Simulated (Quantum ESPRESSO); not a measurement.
# SnO2 (Cassiterite) (P4_2/mnm) in Quantum ESPRESSO: reference runs

Reference runs on SnO2 (Cassiterite): the cell as given and a disturbed copy.

Everything below comes from runs of Quantum ESPRESSO 7.5. Logs are shortened: lines on timing, memory, paths and dates and some standing lists are left out, and cuts for length are marked.

**1. The crystal as given**

It takes space group P4_2/mnm (No. 136, tetragonal). Conventional cell: a = 4.738 Å, b = 4.738 Å, c = 3.187 Å, α = 90.00°, β = 90.00°, γ = 90.00°. Around Sn (site symmetry mmm) lie 6 O at 2.05 to 2.06 Å. O (site symmetry m2m) is surrounded by 3 Sn at 2.05 to 2.06 Å.

**2. Single point, PBE**

pw.in

```
&CONTROL
  calculation = 'scf'
  prefix = 'pwscf'
  outdir = './tmp'
  pseudo_dir = './pseudo'
  tprnfor = .true.
  tstress = .true.
  disk_io = 'nowf'
/
&SYSTEM
  ibrav = 0
  nat = 6
  ntyp = 2
  ecutwfc = 60
  ecutrho = 480
  nbnd = 36
  occupations = 'smearing'
  smearing = 'fd'
  degauss = 0.00367493
/
&ELECTRONS
  conv_thr = 1.2d-09
  electron_maxstep = 120
  mixing_beta = 0.5
/
ATOMIC_SPECIES
Sn   118.7100 Sn_pbe_v1.uspp.F.UPF
O     15.9990 O.pbe-n-kjpaw_psl.0.1.UPF
CELL_PARAMETERS angstrom
   4.7380000000    0.0000000000    0.0000000000
   0.0000000000    4.7380000000    0.0000000000
   0.0000000000    0.0000000000    3.1865000000
ATOMIC_POSITIONS crystal
Sn     0.5000000000    0.5000000000    0.5000000000
Sn     0.0000000000    0.0000000000    0.0000000000
O      0.8071000000    0.1929000000    0.5000000000
O      0.6929000000    0.6929000000    0.0000000000
O      0.1929000000    0.8071000000    0.5000000000
O      0.3071000000    0.3071000000    0.0000000000
K_POINTS automatic
6 6 8 0 0 0
```

Potentials or basis: SSSP 1.3 efficiency PBE.

Started as:

```bash
$ OMP_NUM_THREADS=1 mpirun -n 2 pw.x -nk 2 -in pw.in > pw.out
```

pw.out:

```text
This program is part of the open-source Quantum ESPRESSO suite
     for quantum simulation of materials; please cite
         "P. Giannozzi et al., J. Phys.:Condens. Matter 21 395502 (2009);
         "P. Giannozzi et al., J. Phys.:Condens. Matter 29 465901 (2017);
         "P. Giannozzi et al., J. Chem. Phys. 152 154105 (2020);
     in publications or presentations arising from this work. More details at

     file O.pbe-n-kjpaw_psl.0.1.UPF: wavefunction(s)  2P renormalized
     Message from routine setup:
     using ibrav=0 with symmetry is DISCOURAGED, use correct ibrav instead

     K-points division:     npool     =       2
     Subspace diagonalization in iterative solution of the eigenvalue problem:
     a serial algorithm will be used

     G-vector sticks info
     --------------------
     sticks:   dense  smooth     PW     G-vecs:    dense   smooth      PW
     Sum        3061    1533    457                85685    30313    4969

     Using Slab Decomposition

     bravais-lattice index     =            0
     lattice parameter (alat)  =       8.9535  a.u.
     unit-cell volume          =     482.7259 (a.u.)^3
     number of atoms/cell      =            6
     number of atomic types    =            2
     number of electrons       =        52.00
     number of Kohn-Sham states=           36
     kinetic-energy cutoff     =      60.0000  Ry
     charge density cutoff     =     480.0000  Ry
     scf convergence threshold =      1.2E-09
     mixing beta               =       0.5000
     number of iterations used =            8  plain     mixing
     Exchange-correlation= SLA  PW   PBX  PBC
                           (   1   4   3   4   0   0   0)

     celldm(1)=   8.953522  celldm(2)=   0.000000  celldm(3)=   0.000000
     celldm(4)=   0.000000  celldm(5)=   0.000000  celldm(6)=   0.000000

     crystal axes: (cart. coord. in units of alat)
               a(1) = (   1.000000   0.000000   0.000000 )
               a(2) = (   0.000000   1.000000   0.000000 )
               a(3) = (   0.000000   0.000000   0.672541 )

     reciprocal axes: (cart. coord. in units 2 pi/alat)
               b(1) = (  1.000000  0.000000  0.000000 )
               b(2) = (  0.000000  1.000000  0.000000 )
               b(3) = (  0.000000  0.000000  1.486898 )

     PseudoPot. # 1 for Sn read from file:
     Sn_pbe_v1.uspp.F.UPF
     Pseudo is Ultrasoft + core correction, Zval = 14.0
     Generated by new atomic code, or converted to UPF format
     Using radial grid of  891 points,  6 beta functions with:
                l(1) =   0
                l(2) =   0
                l(3) =   1
                l(4) =   1
                l(5) =   2
                l(6) =   2
     Q(r) pseudized with  6 coefficients,  rinner =    1.200   1.200   1.200
                                                       1.200   1.200

     PseudoPot. # 2 for O  read from file:
     O.pbe-n-kjpaw_psl.0.1.UPF
     Pseudo is Projector augmented-wave + core cor, Zval =  6.0
     Generated using "atomic" code by A. Dal Corso  v.5.0.99 svn rev. 10869
     Shape of augmentation charge: BESSEL
     Using radial grid of 1095 points,  4 beta functions with:
                l(1) =   0
                l(2) =   0
                l(3) =   1
                l(4) =   1
     Q(r) pseudized with 0 coefficients

     atomic species   valence    mass     pseudopotential
     Sn               14.00   118.71000     Sn( 1.00)
     O                 6.00    15.99900     O ( 1.00)

     16 Sym. Ops., with inversion, found ( 8 have fractional translation)

   Cartesian axes

     site n.     atom                  positions (alat units)
         1        Sn     tau(   1) = (   0.5000000   0.5000000   0.3362706  )
         2        Sn     tau(   2) = (   0.0000000   0.0000000   0.0000000  )
         3        O      tau(   3) = (   0.8071000   0.1929000   0.3362706  )
         4        O      tau(   4) = (   0.6929000   0.6929000   0.0000000  )
         5        O      tau(   5) = (   0.1929000   0.8071000   0.3362706  )
         6        O      tau(   6) = (   0.3071000   0.3071000   0.0000000  )

     number of k points=    50  Fermi-Dirac smearing, width (Ry)=  0.0037
                       cart. coord. in units 2pi/alat
        k(    1) = (   0.0000000   0.0000000   0.0000000), wk =   0.0069444
        k(    2) = (   0.0000000   0.0000000   0.1858622), wk =   0.0138889
        k(    3) = (   0.0000000   0.0000000   0.3717245), wk =   0.0138889
        k(    4) = (   0.0000000   0.0000000   0.5575867), wk =   0.0138889
        k(    5) = (   0.0000000   0.0000000  -0.7434489), wk =   0.0069444
        k(    6) = (   0.0000000   0.1666667   0.0000000), wk =   0.0277778
[... 42 lines left out ...]
        k(   49) = (  -0.5000000  -0.5000000   0.5575867), wk =   0.0138889
        k(   50) = (  -0.5000000  -0.5000000  -0.7434489), wk =   0.0069444

     Dense  grid:    85685 G-vectors     FFT dimensions: (  64,  64,  48)

     Smooth grid:    30313 G-vectors     FFT dimensions: (  48,  48,  30)

     Initial potential from superposition of free atoms

     starting charge      49.9999, renormalised to      52.0000
     Starting wfcs are   34 randomized atomic wfcs +    2 random wfcs
     Checking if some PAW data can be deallocated...

     Self-consistent Calculation

     iteration #  1     ecut=    60.00 Ry     beta= 0.50
     Davidson diagonalization with overlap
     ethr =  1.00E-02,  avg # of iterations =  5.8

     total energy              =    -492.75781818 Ry
     estimated scf accuracy    <       1.67789877 Ry

     iteration #  2     ecut=    60.00 Ry     beta= 0.50
     Davidson diagonalization with overlap
     ethr =  3.23E-03,  avg # of iterations =  2.1
[... 43 lines left out ...]
     total energy              =    -493.27097555 Ry
     estimated scf accuracy    <          3.0E-09 Ry

     iteration #  9     ecut=    60.00 Ry     beta= 0.50
     Davidson diagonalization with overlap
     ethr =  5.82E-12,  avg # of iterations =  2.7

     End of self-consistent calculation

          k = 0.0000 0.0000 0.0000 (  3815 PWs)   bands (ev):

   -11.5422 -10.7755 -10.4933 -10.4695 -10.4695 -10.3862 -10.3474 -10.2594
   -10.2203 -10.2203  -9.3501  -7.5164  -7.5164  -5.7083   1.4914   5.5334
     5.5334   5.6257   6.4880   7.5498   7.6609   8.3656   8.3656   8.8254
     8.8254   9.5850  10.8558  15.7387  15.9598  15.9598  20.0766  20.2352
    21.7268  21.7268  22.2243  22.2741

          k = 0.0000 0.0000 0.1859 (  3775 PWs)   bands (ev):
[... 137 lines left out ...]
   -11.3899 -11.3899 -10.5285 -10.5285 -10.3356 -10.3356 -10.2817 -10.2817
   -10.2617 -10.2617  -8.0122  -8.0122  -5.8714  -5.8714   2.8178   2.8178
     4.1190   4.1190   5.6406   5.6406   7.9228   7.9228   8.4986   8.4986
     8.7960   8.7960  15.8325  15.8325  18.0061  18.0061  20.0374  20.0374
    21.9421  21.9423  21.9855  21.9856

          k = 0.0000-0.5000-0.7434 (  3788 PWs)   bands (ev):

   -11.4691 -11.4691 -10.4857 -10.4857 -10.3353 -10.3353 -10.2757 -10.2757
   -10.2124 -10.2124  -7.9438  -7.9438  -5.7729  -5.7729   2.6674   2.6674
     4.0202   4.0202   5.3694   5.3694   7.8662   7.8662   8.4968   8.4968
     8.8950   8.8950  16.0886  16.0886  17.6827  17.6827  20.6850  20.6850
    21.8000  21.8001  21.8813  21.8813

          k = 0.1667 0.1667 0.0000 (  3809 PWs)   bands (ev):

   -11.4671 -10.8762 -10.4930 -10.4701 -10.4633 -10.4456 -10.3348 -10.2685
   -10.2274 -10.2201  -9.1718  -7.5470  -7.5202  -5.8572   1.8626   4.9560
     5.5390   5.8272   6.7827   7.2489   7.9023   7.9763   8.3459   8.4157
     8.7982   9.3354  12.0468  15.3202  16.2917  16.3423  20.3353  20.7338
    21.4182  21.7308  22.1351  22.4649
[... 99 lines left out ...]
   -11.3573 -11.3573 -10.6008 -10.6008 -10.3333 -10.3333 -10.2808 -10.2808
   -10.2643 -10.2643  -7.8946  -7.8946  -5.9534  -5.9534   2.4675   2.4675
     4.6282   4.6282   5.5431   5.5431   8.0575   8.0575   8.4664   8.4664
     8.7302   8.7302  15.4352  15.4352  18.2874  18.2874  20.0422  20.0422
    21.5740  21.5740  22.1991  22.1991

          k = 0.1667-0.5000-0.7434 (  3772 PWs)   bands (ev):

   -11.4367 -11.4367 -10.5535 -10.5535 -10.3391 -10.3391 -10.2761 -10.2761
   -10.2153 -10.2153  -7.8330  -7.8330  -5.8324  -5.8324   2.2587   2.2587
     4.4827   4.4827   5.3776   5.3776   8.0286   8.0286   8.5530   8.5530
     8.7258   8.7258  15.5216  15.5216  18.1019  18.1019  20.6138  20.6138
    21.4491  21.4491  22.2498  22.2498

          k = 0.3333 0.3333 0.0000 (  3800 PWs)   bands (ev):

   -11.3371 -11.1451 -10.4808 -10.4714 -10.4677 -10.4646 -10.3088 -10.2865
   -10.2268 -10.2195  -8.5772  -7.6085  -7.5265  -6.5148   3.0024   4.3165
     5.6225   6.2836   6.6628   6.7669   7.3477   7.8732   8.3068   8.3708
     8.7310   8.8946  13.7014  14.7213  16.8672  16.9396  20.3075  20.8773
    21.8060  21.8150  22.0418  22.9297
[... 59 lines left out ...]
   -11.2715 -11.2715 -10.7594 -10.7594 -10.3256 -10.3256 -10.2798 -10.2798
   -10.2712 -10.2712  -7.6342  -7.6342  -6.1503  -6.1503   2.0579   2.0579
     4.9720   4.9720   5.9593   5.9593   7.8124   7.8124   8.5230   8.5230
     8.7630   8.7630  14.8613  14.8613  18.5721  18.5721  20.1510  20.1510
    21.0668  21.0668  22.5461  22.5461

          k = 0.3333-0.5000-0.7434 (  3776 PWs)   bands (ev):

   -11.3557 -11.3557 -10.7070 -10.7070 -10.3378 -10.3378 -10.2767 -10.2767
   -10.2206 -10.2206  -7.5983  -7.5983  -5.9728  -5.9728   1.7724   1.7724
     4.6322   4.6322   6.0693   6.0693   7.9513   7.9513   8.5426   8.5426
     8.6838   8.6838  14.7970  14.7970  18.4518  18.4518  20.5663  20.5663
    21.0737  21.0737  22.6302  22.6302

          k =-0.5000-0.5000 0.0000 (  3776 PWs)   bands (ev):

   -11.2830 -11.2830 -10.4720 -10.4720 -10.4667 -10.4667 -10.2954 -10.2954
   -10.2192 -10.2192  -7.6394  -7.6394  -7.5291  -7.5291   4.1194   4.1194
     5.6874   5.6874   6.5556   6.5556   7.6427   7.6427   8.2875   8.2875
     8.6881   8.6881  14.4227  14.4227  17.1274  17.1274  20.6324  20.6324
    22.1213  22.1213  22.4034  22.4034

          k =-0.5000-0.5000 0.1859 (  3800 PWs)   bands (ev):

   -11.2068 -11.2068 -10.6299 -10.6299 -10.4427 -10.4427 -10.2928 -10.2928
   -10.2417 -10.2417  -7.5217  -7.5217  -7.3785  -7.3785   3.6585   3.6585
     5.8260   5.8260   6.7086   6.7086   6.9777   6.9777   8.5675   8.5675
     8.6981   8.6981  14.5906  14.5906  17.5680  17.5680  20.4982  20.4982
    21.3061  21.3061  22.1916  22.1916

          k =-0.5000-0.5000 0.3717 (  3800 PWs)   bands (ev):

   -11.0262 -11.0262 -10.9477 -10.9477 -10.3727 -10.3727 -10.2863 -10.2863
   -10.2829 -10.2829  -7.5020  -7.5020  -6.8092  -6.8092   2.7228   2.7228
     5.7514   5.7514   6.3739   6.3739   6.9455   6.9455   8.7226   8.7226
     8.7333   8.7333  14.7602  14.7602  18.4152  18.4152  20.1810  20.1810
    20.6318  20.6318  22.4743  22.4743

          k =-0.5000-0.5000 0.5576 (  3804 PWs)   bands (ev):

   -11.2052 -11.2052 -10.8592 -10.8592 -10.3203 -10.3203 -10.2798 -10.2798
   -10.2754 -10.2754  -7.4791  -7.4791  -6.2769  -6.2769   1.9089   1.9089
     4.9111   4.9111   6.8135   6.8135   7.1060   7.1060   8.6964   8.6964
     8.7475   8.7475  14.6340  14.6340  18.6250  18.6250  20.3841  20.3841
    20.6847  20.6847  22.7334  22.7334

          k =-0.5000-0.5000-0.7434 (  3800 PWs)   bands (ev):

   -11.3000 -11.3000 -10.7973 -10.7973 -10.3354 -10.3354 -10.2771 -10.2771
   -10.2233 -10.2233  -7.4684  -7.4684  -6.0591  -6.0591   1.5915   1.5915
     4.5657   4.5657   7.0661   7.0661   7.1621   7.1621   8.6212   8.6212
     8.7580   8.7580  14.5186  14.5186  18.5053  18.5053  20.6724  20.6724
    20.8197  20.8197  22.8035  22.8035

     the Fermi energy is    10.2320 ev

!    total energy              =    -493.27097555 Ry
     estimated scf accuracy    <          1.1E-10 Ry
     smearing contrib. (-TS)   =      -0.00000000 Ry
     internal energy E=F+TS    =    -493.27097555 Ry

     The total energy is F=E-TS. E is the sum of the following terms:
     one-electron contribution =    -128.05558711 Ry
     hartree contribution      =     105.93338597 Ry
     xc contribution           =    -125.66381684 Ry
     ewald contribution        =    -307.43393528 Ry
     one-center paw contrib.   =     -38.05102229 Ry

     convergence has been achieved in   9 iterations

     Forces acting on atoms (cartesian axes, Ry/au):

     atom    1 type  1   force =     0.00000000    0.00000000   -0.00000000
     atom    2 type  1   force =     0.00000000    0.00000000    0.00000000
     atom    3 type  2   force =    -0.00782476    0.00782476    0.00000000
     atom    4 type  2   force =     0.00782476    0.00782476   -0.00000000
     atom    5 type  2   force =     0.00782476   -0.00782476    0.00000000
     atom    6 type  2   force =    -0.00782476   -0.00782476   -0.00000000

     Total force =     0.022132     Total SCF correction =     0.000022

     Computing stress (Cartesian axis) and pressure

          total   stress  (Ry/bohr**3)                   (kbar)     P=      115.83
   0.00071180   0.00000000   0.00000000          104.71        0.00        0.00
   0.00000000   0.00071180   0.00000000            0.00      104.71        0.00
   0.00000000   0.00000000   0.00093867            0.00        0.00      138.08

=------------------------------------------------------------------------------=
   JOB DONE.
=------------------------------------------------------------------------------=
```

It took 79 s on 2 MPI ranks of AMD EPYC 7R43 (Zen 3), shared host; peak memory 0.56 GiB.

What came out:

| Property | Result |
| --- | --- |
| Free energy | -6711.2935 eV |
| Pressure | 11.6 GPa |
| Largest force | 0.285 eV/Å |
| Band gap on the k mesh | 1.27 eV, direct |

Forces on the atoms (eV/Å):
```
Sn   0.000  0.000  0.000
Sn   0.000  0.000  0.000
O   -0.201  0.201  0.000
O    0.201  0.201  0.000
O    0.201 -0.201  0.000
O   -0.201 -0.201  0.000
```

Levels at points of the mesh, in eV from the valence-band top:
```csv
k point,band 24,band 25,band 26,band 27,band 28,band 29
"(0.00, 0.00, 0.00)",-0.76,-0.76,0.00,1.27,6.15,6.37
"(0.00, 0.00, -0.50)",-1.65,-1.25,-1.25,6.24,6.24,9.81
"(0.00, -0.50, 0.00)",-1.17,-0.63,-0.63,4.44,4.44,7.12
"(0.00, -0.50, -0.50)",-1.09,-0.69,-0.69,6.50,6.50,8.10
"(-0.50, -0.50, 0.00)",-1.30,-0.90,-0.90,4.84,4.84,7.54
"(-0.50, -0.50, -0.50)",-0.96,-0.83,-0.83,4.93,4.93,8.92
```

Caveat: spin-orbit coupling is left out, which moves the levels of the heavy elements. Expect the measured gap to be larger: semilocal functionals such as PBE lack the derivative discontinuity.

**3. Single point, PBE (atoms moved at random, drawn with an rms of 0.05 Å)**

pw.in, as its differences from that of step 2:

```diff
@@ -33,8 +33,8 @@
 ATOMIC_POSITIONS crystal
-Sn     0.5000000000    0.5000000000    0.5000000000
-Sn     0.0000000000    0.0000000000    0.0000000000
-O      0.8071000000    0.1929000000    0.5000000000
-O      0.6929000000    0.6929000000    0.0000000000
-O      0.1929000000    0.8071000000    0.5000000000
-O      0.3071000000    0.3071000000    0.0000000000
+Sn     0.5013560000    0.5095060000    0.4974570000
+Sn    -0.0097630000    0.0061470000   -0.0017750000
+O      0.8074240000    0.1947060000    0.5055470000
+O      0.6973130000    0.6992190000    0.0034190000
+O      0.2080690000    0.8122900000    0.5098610000
+O      0.3084520000    0.3064930000   -0.0123700000
 K_POINTS automatic
```

Potentials or basis: SSSP 1.3 efficiency PBE.

Started as:

```bash
$ OMP_NUM_THREADS=1 mpirun -n 2 pw.x -nk 2 -in pw.in > pw.out
```

Run time: 4.2 min. Hardware: 2 MPI ranks of AMD EPYC 7R43 (Zen 3), shared host; peak memory 0.78 GiB.

The run converged. Its results:

```yaml
Free_energy: -6711.1900 eV
Pressure: 11.6 GPa
Largest_force: 1.763 eV/Å
Band_gap_on_the_k_mesh: 1.16 eV, direct
```

Forces on the atoms (eV/Å):
```
Sn  -0.225 -0.853 -0.081
Sn   1.655 -0.219  0.567
O   -0.522  0.600 -0.448
O    0.062 -0.276 -0.141
O   -0.999  0.658 -0.418
O    0.030  0.090  0.522
```

Stress tensor (GPa, compression positive):
```
10.43 -0.19 -0.62
-0.19 11.17 -0.86
-0.62 -0.86 13.24
```

Levels at points of the mesh, in eV from the valence-band top:
```
              k point  band 24  band 25  band 26  band 27  band 28  band 29
   (0.00, 0.00, 0.00)    -0.84    -0.81     0.00     1.16     6.09     6.29
  (0.00, 0.00, -0.50)    -1.74    -1.25    -1.18     6.03     6.17     9.54
  (0.00, -0.50, 0.00)    -1.18    -0.69    -0.63     4.33     4.43     7.09
 (0.00, -0.50, -0.50)    -1.16    -0.70    -0.68     6.30     6.40     7.94
 (-0.50, -0.50, 0.00)    -1.29    -0.94    -0.93     4.81     4.84     7.44
(-0.50, -0.50, -0.50)    -1.10    -0.75    -0.74     4.69     4.74     8.91
  (-0.50, 0.00, 0.00)    -1.07    -0.88    -0.42     4.32     4.41     6.99
  (-0.50, 0.00, 0.50)    -1.06    -0.76    -0.75     6.24     6.47     7.98
```

Caveat: spin-orbit coupling is left out, which moves the levels of the heavy elements.
